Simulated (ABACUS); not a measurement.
Ti, 1 atom in the cell. The typed cell holds 1 atom: a = 2.844 Å, b = 2.912 Å, c = 2.824 Å, α = 110.14°, β = 108.63°, γ = 111.08°. This isn't the form of Ti at room conditions, which is hcp. The cell isn't the ideal one: cell strained at random at fixed volume.

| Quantity | Value |
| --- | --- |
| Program | ABACUS 3.10.1 |
| Task | single point |
| Functional | PBE |
| Potentials or basis | PseudoDojo NC SR 0.4.1 PBE standard |
| Cutoff | 1361 eV |
| Density cutoff | 5442 eV |
| Basis | DZP LCAO (the cutoffs set its grid) |
| k mesh | 11 × 11 × 11 |
| Occupations | fermi-dirac, width 0.05 eV |
| Spin | no spin polarisation |
| Orbital files | Ti Ti_confined-atom_7au_3s2p2d1f.orb |
| Radial cutoff of the potentials (pseudo_rcut) | 10 bohr |
| SCF threshold on the density | 1e-07 |
| Max SCF steps | 100 |
| Eigensolver | genelpa |
| Mixing | broyden |
| Mixing share | 0.7 |
| Symmetry key | 1 |

Potentials or basis: PseudoDojo NC SR 0.4.1 PBE standard, DZP LCAO (the cutoffs set its grid).

Command:

```bash
$ OMP_NUM_THREADS=1 mpirun -np 4 abacus > log
```

Hardware: 4 MPI ranks on AMD EPYC 7B13 (Zen 3), with other jobs on the host.

Question: How long does it take, and how much memory?

Answer: Wall time 9.4 s on 4 MPI ranks on AMD EPYC 7B13 (Zen 3) (shared host), peak memory 0.44 GiB a rank. Counts: scf iterations 8, k points 666, bands 10, basis 26, ranks 4.
